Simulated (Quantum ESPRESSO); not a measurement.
Crystal: TiSe.

```
Se Ti
1.0
     3.55900    0.00000    0.00000
    -1.77950    3.08218    0.00000
     0.00000    0.00000    6.22000
Se Ti
2 2
Direct
  0.66667 0.33333 0.75000
  0.33333 0.66667 0.25000
  0.00000 0.00000 0.50000
  0.00000 0.00000 0.00000
```

Base run:

| Item | Value |
| --- | --- |
| Program | Quantum ESPRESSO 7.5 |
| Functional | PBEsol |
| Potentials or basis | GBRV 1.5 PBEsol |
| Cutoff | 612 eV |
| Density cutoff | 4898 eV |
| k mesh | 9 × 9 × 5 |
| Occupations | fermi-dirac, width 0.05 eV |
| Spin | no spin polarisation |

Its results: band gap on the k mesh none (metal or under the smearing width); pressure -0.7 GPa.

**Question.** The run is repeated on the same cell with these changes: functional from PBEsol to LDA; potentials or basis from GBRV 1.5 PBEsol to GBRV 1.5 LDA; hubbard projectors from atomic to none. What comes out?

**Answer.** Band gap on the k mesh none (metal or under the smearing width); pressure -3.9 GPa.

Not every run made on this cell is shown here.
